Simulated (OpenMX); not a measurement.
## CdSe (Cadmoselite) under changes of volume

One of the cells (28.102 Å³/atom); the others are scaled copies at fixed shape and fractional positions:

```
Cd Se
1.0
     4.30000    0.00000    0.00000
    -2.15000    3.72391    0.00000
     0.00000    0.00000    7.02000
Cd Se
2 2
Cartesian
  2.1500 1.2413 3.5100
  0.0000 2.4826 0.0000
  2.1500 1.2413 6.2127
  0.0000 2.4826 2.7027
```

| Quantity | Value |
| --- | --- |
| Program | OpenMX 3.8.5 |
| Functional | LDA |
| Potentials or basis | OpenMX 2013 LDA set, Cd7.0-s3p2d2, Se7.0-s3p2d2, fixed grid of 50 × 50 × 96 points |
| k mesh | 7 × 7 × 5 |
| Occupations | fermi-dirac, width 0.05 eV |
| Spin | no spin polarisation |

```tsv
volume (Å³/atom)	energy over the lowest point (meV/atom)	gap on the mesh (eV)	largest force (eV/Å)
26.416	?	?	?
26.978	0.88	0.76	0.343
27.540	0.00	0.69	0.319
28.102	3.10	0.62	0.297
28.665	9.72	0.56	0.276
29.227	19.46	0.50	0.257
29.789	31.97	0.44	0.239
```

What does the run at 26.416 Å³/atom give?

Energy over the lowest point 6.16 meV/atom; gap on the mesh 0.83 eV; largest force 0.370 eV/Å.

Worked out: A Birch-Murnaghan fit of order 3 (a polynomial in V^(-2/3)) to the other rows has its minimum at 27.38 Å³/atom with B0 = V·E''(V) = 57 GPa and B' = 4.8 at fixed shape and positions, which overstates the stiffness. It gives 6.23 meV/atom at 26.416 Å³/atom, against the run's 6.16. A straight line through the other rows of the gap, of slope -3.22 eV per unit of ln V (its deformation potential), extrapolates to 0.82 eV, against the run's 0.83.

Energies are extrapolated to zero smearing.

Caveats: the basis of atomic orbitals isn't converged, which shifts pressures, moduli and gaps.

Spin-orbit coupling on Cd, Se is left out.
